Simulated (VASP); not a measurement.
# Nb (Fm-3m) in VASP: further runs

Aim: see how the results for Nb move with the level of theory and the settings. Levels: PBE, PBEsol. Tasks: single point, equation of state.

All numbers are computed with VASP 6.6.1; they aren't measurements. Logs are shortened: lines on timing, memory, paths and dates and some standing lists are left out, and cuts for length are marked.

## 1. The structure

The structure is cubic, space group Fm-3m (No. 225). Conventional cell: a = 4.230 Å, b = 4.230 Å, c = 4.230 Å, α = 90.00°, β = 90.00°, γ = 90.00°. Around Nb (site symmetry m-3m) lie 12 Nb at 2.99 Å.

This isn't the form of Nb at room conditions, which is bcc.

## 2. Single point, PBE

INCAR

```
PREC = Accurate ; ENCUT = 520
EDIFF = 1E-7 ; ISMEAR = -1
SIGMA = 0.05 ; LREAL = False
LASPH = True ; NELM = 80
ALGO = Normal ; ISIF = 2
LWAVE = False ; LCHARG = False
GGA = PE ; NBANDS = 12
```

KPOINTS

```
Automatic mesh
0
Gamma
  11 11 11
```

POSCAR

```
Nb
1.0
    0.0000000000      2.1150000000      2.1150000000
    2.1150000000      0.0000000000      2.1150000000
    2.1150000000      2.1150000000      0.0000000000
Nb
1
Direct
    0.0000000000      0.0000000000      0.0000000000
```

Potentials or basis: VASP PAW PBE potentials, release 64 (Nb_sv).

Launch:

```console
cat potpaw_PBE.64/Nb_sv/POTCAR > POTCAR
mpirun -np 1 vasp_std > vasp.out
```

OUTCAR:

```text
PREC = Accurate
   ENCUT = 520
   EDIFF = 1E-7
   ISMEAR = -1
   LREAL = False
   LASPH = True
   NELM = 80
   ISIF = 2
   GGA = PE

 ion  position               nearest neighbor table
   1  0.000  0.000  0.000-

  LATTYP: Found a face centered cubic cell.
 ALAT       =     4.2300000000

  Lattice vectors:

 A1 = (   0.0000000000,   2.1150000000,   2.1150000000)
 A2 = (   2.1150000000,   0.0000000000,   2.1150000000)
 A3 = (   2.1150000000,   2.1150000000,   0.0000000000)

Analysis of symmetry for initial positions (statically):
=====================================================================
 Subroutine PRICEL returns:
 Original cell was already a primitive cell.

 Routine SETGRP: Setting up the symmetry group for a
 face centered cubic supercell.

 Subroutine GETGRP returns: Found 48 space group operations
 (whereof 48 operations were pure point group operations)
 out of a pool of 48 trial point group operations.

The static configuration has the point symmetry O_h .

Analysis of symmetry for dynamics (positions and initial velocities):
=====================================================================
 Subroutine PRICEL returns:
 Original cell was already a primitive cell.

 Routine SETGRP: Setting up the symmetry group for a
 face centered cubic supercell.

 Subroutine GETGRP returns: Found 48 space group operations
 (whereof 48 operations were pure point group operations)
 out of a pool of 48 trial point group operations.

The dynamic configuration has the point symmetry O_h .

 Subroutine INISYM returns: Found 48 space group operations
 (whereof 48 operations are pure point group operations),
 and found     1 'primitive' translations

----------------------------------------------------------------------------------------

                                     Primitive cell

  volume of cell :      18.9217

  direct lattice vectors                    reciprocal lattice vectors
     0.000000000  2.115000000  2.115000000    -0.236406619  0.236406619  0.236406619
     2.115000000  0.000000000  2.115000000     0.236406619 -0.236406619  0.236406619
     2.115000000  2.115000000  0.000000000     0.236406619  0.236406619 -0.236406619

  length of vectors
     2.991061684  2.991061684  2.991061684     0.409468276  0.409468276  0.409468276

  position of ions in fractional coordinates (direct lattice)
     0.000000000  0.000000000  0.000000000

  ion indices of the primitive-cell ions
   primitive index   ion index
                 1           1

----------------------------------------------------------------------------------------

 KPOINTS: Automatic mesh

Automatic generation of k-mesh.
 Grid dimensions read from file:
 generate k-points for:   11   11   11

 Generating k-lattice:

  Cartesian coordinates                     Fractional coordinates (reciprocal lattice)
    -0.021491511  0.021491511  0.021491511     0.090909091  0.000000000  0.000000000
     0.021491511 -0.021491511  0.021491511     0.000000000  0.090909091  0.000000000
     0.021491511  0.021491511 -0.021491511     0.000000000  0.000000000  0.090909091

  Length of vectors
     0.037224389  0.037224389  0.037224389

  Shift w.r.t. Gamma in fractional coordinates (k-lattice)
     0.000000000  0.000000000  0.000000000

 Subroutine IBZKPT returns following result:
 ===========================================

 Found     56 irreducible k-points:

 Following reciprocal coordinates:
            Coordinates               Weight
  0.000000  0.000000  0.000000      1.000000
  0.090909  0.000000  0.000000      8.000000
  0.181818  0.000000  0.000000      8.000000
  0.272727  0.000000  0.000000      8.000000
  0.363636  0.000000  0.000000      8.000000
  0.454545  0.000000  0.000000      8.000000
[... 42 lines left out ...]
 -0.363636  0.363636  0.090909     48.000000
 -0.272727  0.363636  0.090909     24.000000
 [... further k-points ...]
   k-points           NKPTS =     56   k-points in BZ     NKDIM =     56   number of bands    NBANDS=     12
   number of dos      NEDOS =    301   number of ions     NIONS =      1
   total plane-waves  NPLWV =  13824
   dimension x,y,z NGX =    24 NGY =   24 NGZ =   24
   dimension x,y,z NGXF=    48 NGYF=   48 NGZF=   48
   ions per type =               1
   NGX,Y,Z   is equivalent  to a cutoff of  13.34, 13.34, 13.34 a.u.
   NGXF,Y,Z  is equivalent  to a cutoff of  26.68, 26.68, 26.68 a.u.
 SYSTEM =  unknown system
   PREC   = accura    normal or accurate (medium, high low for compatibility)
   ISTART =      0    job   : 0-new  1-cont  2-samecut
   ICHARG =      2    charge: 1-file 2-atom 10-const
   ISPIN  =      1    spin polarized calculation?
   LNONCOLLINEAR =      F non collinear calculations
   LSORBIT =      F    spin-orbit coupling
   LASPH  =      T    aspherical Exc in radial PAW
   ENCUT  =  520.0 eV  38.22 Ry    6.18 a.u.   5.56  5.56  5.56*2*pi/ulx,y,z
   NELM   =     80;   NELMIN=  2; NELMDL= -5     # of ELM steps
   EDIFF  = 0.1E-06   stopping-criterion for ELM
   LREAL  =      F    real-space projection
   EDIFFG = 0.1E-05   stopping-criterion for IOM
   NSW    =      0    number of steps for IOM
   IBRION =     -1    ionic relax: 0-MD 1-quasi-New 2-CG
   NFREE  =      0    steps in history (QN), initial steepest desc. (CG)
   ISIF   =      2    stress and relaxation
   ISYM   =      2    0-nonsym 1-usesym 2-fastsym
   POTIM  = 0.5000    time-step for ionic-motion
   TEBEG  =    0.0;   TEEND  =   0.0 temperature during run
   PSTRESS=    0.0 pullay stress
   NELECT =      13.0000    total number of electrons
   NUPDOWN=      -1.0000    fix difference up-down
   EMIN   =  10.00;   EMAX   =-10.00  energy-range for DOS
   EFERMI =   0.00;   METHOD = LEGACY
   ISMEAR =    -1;   SIGMA  =   0.05  broadening in eV -4-tet -1-fermi 0-gaus
   EFERMI_NEDOS =   21; number of points for ismear=-14 and -15
   IALGO  =     38    algorithm
   IMIX   =      4    mixing-type and parameters
     AMIX     =   0.40;   BMIX     =  1.00
     AMIX_MAG =   1.60;   BMIX_MAG =  1.00
  volume/ion in A,a.u.               =      18.92       127.69
  Fermi-wavevector in a.u.,A,eV,Ry     =   1.444560  2.729823 28.392005  2.086754
  Thomas-Fermi vector in A             =   2.562841
   LORBIT       =      0    0 simple, 1 ext, 2 COOP (PROOUT), +10 PAW based schemes
   GGA     = PE    functional components
   LHFCALC =     F    Hartree Fock is set to
   AEXX    =    0.0000 exact exchange contribution
   IVDW    =     0    specifies the selected vdW correction
   LEPSILON=     F    determine dielectric tensor
   LRPA    =     F    only Hartree local field effects (RPA)
 non-spin polarized calculation
  energy-cutoff  :      520.00
  volume of cell :       18.92
 maximum number of plane-waves:       532
   NGX = 11   NGY = 11   NGZ = 11

 number of electron      13.0000001 magnetization

 Free energy of the ion-electron system (eV)
  ---------------------------------------------------
  ext. energy  EPLUGINS =         0.00000000
  ---------------------------------------------------
  free energy    TOTEN  =        -9.89933272 eV

  energy without entropy =       -9.88750602  energy(sigma->0) =       -9.89341937

 E-fermi :  10.8794     XC(G=0): -12.2488

 val. band max:       10.8566045570   @ k =   0.3636   0.2727   0.0909
 cond. band min:      10.8952211553   @ k =  -0.1818   0.1818   0.0000
 fundamental gap:      0.0386165984
 Fermi energy:        10.8793988030

 k-point     1 :       0.0000    0.0000    0.0000
  band No.  band energies     occupation
      1     -43.9377      2.00000
      2     -19.3410      2.00000
      3     -19.3410      2.00000
      4     -19.3410      2.00000
      5       4.6485      2.00000
      6      10.9682      0.28936
      7      10.9682      0.28936
      8      10.9682      0.28936
      9      13.5333      0.00000
     10      13.5333      0.00000
     11      22.6629      0.00000
     12      27.4054      0.00000

 k-point     2 :       0.0909    0.0000    0.0000
  band No.  band energies     occupation
      1     -43.9231      2.00000
      2     -19.4387      2.00000
      3     -19.3532      2.00000
      4     -19.3532      2.00000
      5       4.9500      2.00000
      6      10.7419      1.87978
      7      11.1028      0.02270
      8      11.1028      0.02270
      9      13.4189      0.00000
     10      13.4189      0.00000
     11      23.2574      0.00000
     12      26.2627      0.00000

 k-point     3 :       0.1818    0.0000    0.0000
  band No.  band energies     occupation
      1     -43.8838      2.00000
      2     -19.6952      2.00000
      3     -19.3856      2.00000
      4     -19.3856      2.00000
      5       5.7463      2.00000
      6      10.3047      1.99998
      7      11.3411      0.00020
      8      11.3411      0.00020
      9      13.3241      0.00000
     10      13.3241      0.00000
     11      24.0511      0.00000
     12      25.1871      0.00000
[... 526 lines left out ...]
 k-point    39 :       0.4545    0.1818    0.0909
  band No.  band energies     occupation
      1     -43.7622      2.00000
      2     -20.2610      2.00000
      3     -19.6446      2.00000
      4     -19.5051      2.00000
      5       7.7460      2.00000
      6       9.9529      2.00000
      7      10.4213      1.99979
      8      11.7279      0.00000
      9      14.2329      0.00000
     10      16.1469      0.00000
     11      22.4824      0.00000
     12      24.9406      0.00000

 k-point    40 :      -0.4545    0.1818    0.0909
  band No.  band energies     occupation
      1     -43.7363      2.00000
      2     -20.3934      2.00000
      3     -19.6703      2.00000
      4     -19.5386      2.00000
      5       7.7767      2.00000
      6       9.8424      2.00000
      7      11.0820      0.03418
      8      11.5170      0.00001
      9      15.1283      0.00000
     10      16.9527      0.00000
     11      20.9366      0.00000
     12      24.1407      0.00000

 [... further k-points ...]

------------------------ aborting loop because EDIFF is reached ----------------------------------------

  FORCE on cell =-STRESS in cart. coord.  units (eV):
  Direction    XX          YY          ZZ          XY          YZ          ZX
  --------------------------------------------------------------------------------------
  -------------------------------------------------------------------------------------
  Total       -0.2529648     -0.2529648     -0.2529648      0.0000000     -0.0000000      0.0000000
  in kB      -21.4195105    -21.4195105    -21.4195105      0.0000000     -0.0000000      0.0000000
  external PRESSURE =     -21.4195105 kB  Pullay stress =       0.0000000 kB

 VOLUME and BASIS-vectors are now :
 -----------------------------------------------------------------------------
  energy-cutoff  :      520.00
  volume of cell :       18.92
      direct lattice vectors                 reciprocal lattice vectors
     0.000000000  2.115000000  2.115000000    -0.236406619  0.236406619  0.236406619
     2.115000000  0.000000000  2.115000000     0.236406619 -0.236406619  0.236406619
     2.115000000  2.115000000  0.000000000     0.236406619  0.236406619 -0.236406619

 POSITION                                       TOTAL-FORCE (eV/Angst)
 -----------------------------------------------------------------------------------
      0.00000      0.00000      0.00000         0.000000      0.000000      0.000000
 -----------------------------------------------------------------------------------
    total drift:                               -0.000000      0.000000      0.000000

  FREE ENERGIE OF THE ION-ELECTRON SYSTEM (eV)
  ---------------------------------------------------
  free  energy   TOTEN  =        -9.8993327218 eV

  energy  without entropy=       -9.8875060233  energy(sigma->0) =       -9.89341937
```

It took 8.9 s on 1 thread of Intel Xeon Platinum 8488C (Sapphire Rapids), shared host; peak memory 0.14 GiB.

What came out:

```yaml
Free_energy: -9.8993 eV
Pressure: -2.1 GPa
Band_gap_on_the_k_mesh: none (metal or under the smearing width)
```

## 3. Single point, PBE (cell strained at random at fixed volume)

INCAR

```
ALGO     = Normal         # electronic algorithm
EDIFF    = 1E-7           # SCF threshold, eV
ENCUT    = 520            # plane-wave cutoff, eV
GGA      = PE             # functional
ISIF     = 2              # what is computed and relaxed
ISMEAR   = -1             # smearing method
LASPH    = True           # aspherical terms in the spheres
LCHARG   = False          # write CHGCAR
LREAL    = False          # projectors in reciprocal space
LWAVE    = False          # write WAVECAR
NBANDS   = 12             # bands
NELM     = 80             # most SCF steps
PREC     = Accurate       # precision mode
SIGMA    = 0.05           # smearing width, eV
```

KPOINTS

```
k-points
0
Gamma
  11 11 11
```

POSCAR

```
Nb
1.0
   -0.0410340000      2.1933810000      2.1088490000
    2.0464000000      0.0498140000      2.0180000000
    2.1262530000      2.1823850000     -0.0300390000
Nb
1
Direct
    0.0300770000     -0.0039730000     -0.0002200000
```

Potentials or basis: VASP PAW PBE potentials, release 64 (Nb_sv).

Launch:

```console
cat potpaw_PBE.64/Nb_sv/POTCAR > POTCAR
mpirun -np 1 vasp_std > vasp.out
```

OUTCAR:

```text
EDIFF = 1E-7
   ENCUT = 520
   GGA = PE
   ISIF = 2
   ISMEAR = -1
   LASPH = True
   LREAL = False
   NELM = 80
   PREC = Accurate

 ion  position               nearest neighbor table
   1  0.030  0.996  1.000-

  LATTYP: Found a triclinic cell.
 ALAT       =     2.9934117205
 B/A-ratio  =     1.0172378203
 C/A-ratio  =     0.9602643726
 COS(alpha) =     0.0135171135
 COS(beta)  =     0.4627380498
 COS(gamma) =     0.5202379463

  Lattice vectors:

 A1 = (   2.0874340000,  -2.1435670000,  -0.0908490000)
 A2 = (   2.1672870000,  -0.0109960000,  -2.1388880000)
 A3 = (   2.0464000000,   0.0498140000,   2.0180000000)

Analysis of symmetry for initial positions (statically):
=====================================================================
 Subroutine PRICEL returns:
 Original cell was already a primitive cell.

 Routine SETGRP: Setting up the symmetry group for a
 triclinic supercell.

 Subroutine GETGRP returns: Found  2 space group operations
 (whereof  1 operations were pure point group operations)
 out of a pool of  2 trial point group operations.

The static configuration has the point symmetry C_1 .
 The point group associated with its full space group is S_2 .
[... 197 lines left out ...]
      3     -19.3408      2.00000
      4     -19.2093      2.00000
      5       4.6560      2.00000
      6      10.5749      1.98880
      7      10.6567      1.94383
      8      11.6672      0.00000
      9      13.3100      0.00000
     10      13.8593      0.00000
     11      22.6675      0.00000
     12      26.7345      0.00000
[... 571 lines left out ...]
 k-point    40 :      -0.0000    0.3636    0.0000
  band No.  band energies     occupation
      1     -43.7308      2.00000
      2     -20.3135      2.00000
      3     -19.5347      2.00000
      4     -19.5223      2.00000
      5       7.1042      2.00000
      6      10.8631      0.71588
      7      10.9093      0.36247
      8      11.3930      0.00003
      9      14.4581      0.00000
     10      14.7939      0.00000
     11      21.7576      0.00000
     12      24.9748      0.00000

 [... further k-points ...]

------------------------ aborting loop because EDIFF is reached ----------------------------------------

  FORCE on cell =-STRESS in cart. coord.  units (eV):
  Direction    XX          YY          ZZ          XY          YZ          ZX
  --------------------------------------------------------------------------------------
  -------------------------------------------------------------------------------------
  Total       -0.3703606      0.2556864     -0.7696980      0.0492261      0.1153645     -0.2140670
  in kB      -31.3598622     21.6499573    -65.1733017      4.1681636      9.7683566    -18.1258820
  external PRESSURE =     -24.9610689 kB  Pullay stress =       0.0000000 kB

 VOLUME and BASIS-vectors are now :
 -----------------------------------------------------------------------------
  energy-cutoff  :      520.00
  volume of cell :       18.92
      direct lattice vectors                 reciprocal lattice vectors
    -0.041034000  2.193381000  2.108849000    -0.232829959  0.230013151  0.230428817
     2.046400000  0.049814000  2.018000000     0.246711242 -0.236908050  0.251204882
     2.126253000  2.182385000 -0.030039000     0.228371774  0.232449757 -0.237323712

 POSITION                                       TOTAL-FORCE (eV/Angst)
 -----------------------------------------------------------------------------------
      4.16282      2.29749      2.04338         0.000000      0.000000      0.000000
 -----------------------------------------------------------------------------------
    total drift:                                0.000004      0.000001     -0.000000

  FREE ENERGIE OF THE ION-ELECTRON SYSTEM (eV)
  ---------------------------------------------------
  free  energy   TOTEN  =        -9.9192625477 eV

  energy  without entropy=       -9.9057064489  energy(sigma->0) =       -9.91248450
```

OSZICAR:

```text
N       E                     dE             d eps       ncg     rms          rms(c)
DAV:   1     0.115552884569E+03    0.11555E+03   -0.71683E+03 15984   0.107E+03
DAV:   2    -0.531118148323E+01   -0.12086E+03   -0.11668E+03 17248   0.389E+02
DAV:   3    -0.100332131772E+02   -0.47220E+01   -0.45041E+01 23468   0.655E+01
DAV:   4    -0.103661318305E+02   -0.33292E+00   -0.33049E+00 23004   0.157E+01
DAV:   5    -0.103753381563E+02   -0.92063E-02   -0.91991E-02 23176   0.228E+00    0.658E+00
DAV:   6    -0.996273513281E+01    0.41260E+00   -0.65210E-01 25672   0.100E+01    0.232E+00
DAV:   7    -0.991458671218E+01    0.48148E-01   -0.19215E-01 26468   0.542E+00    0.984E-01
DAV:   8    -0.991921260147E+01   -0.46259E-02   -0.12625E-02 19252   0.146E+00    0.521E-02
DAV:   9    -0.991925119034E+01   -0.38589E-04   -0.99343E-04 26936   0.330E-01    0.449E-02
DAV:  10    -0.991926957112E+01   -0.18381E-04   -0.30932E-05 19016   0.770E-02    0.116E-02
DAV:  11    -0.991926331453E+01    0.62566E-05   -0.26421E-06 25924   0.228E-02    0.576E-03
DAV:  12    -0.991926273853E+01    0.57600E-06   -0.72613E-07 19644   0.150E-02    0.142E-03
DAV:  13    -0.991926257251E+01    0.16602E-06   -0.20033E-08 12416   0.174E-03    0.618E-04
DAV:  14    -0.991926254766E+01    0.24849E-07   -0.87787E-09 11324   0.143E-03
   1 F= -.99192625E+01 E0= -.99124845E+01  d E =-.135561E-01
```

stdout:

```text
POSCAR found type information on POSCAR Nb
 POSCAR found :  1 types and       1 ions
 scaLAPACK will be used
 LDA part: xc-table for (Slater+PW92), standard interpolation
 POSCAR, INCAR and KPOINTS ok, starting setup
 FFT: planning ... GRIDC
 FFT: planning ... GRID_SOFT
 FFT: planning ... GRID
 WAVECAR not read
 entering main loop
```

It took 1.9 min on 1 thread of Intel Xeon Platinum 8488C (Sapphire Rapids), shared host; peak memory 0.25 GiB.

What came out:

```yaml
Free_energy: -9.9193 eV
Pressure: -2.5 GPa
Band_gap_on_the_k_mesh: none (metal or under the smearing width)
```

Stress tensor (GPa, compression positive):
```
-3.14  0.42 -1.81
 0.42  2.16  0.98
-1.81  0.98 -6.52
```

Levels at points of the mesh, in eV from the Fermi level:
| k point | band 3 | band 4 | band 5 | band 6 | band 7 | band 8 | band 9 | band 10 |
| --- | --- | --- | --- | --- | --- | --- | --- | --- |
| (0.00, 0.00, 0.00) | -30.17 | -30.04 | -6.18 | -0.26 | -0.18 | 0.83 | 2.48 | 3.03 |

(Continued in part 2 of 4.)
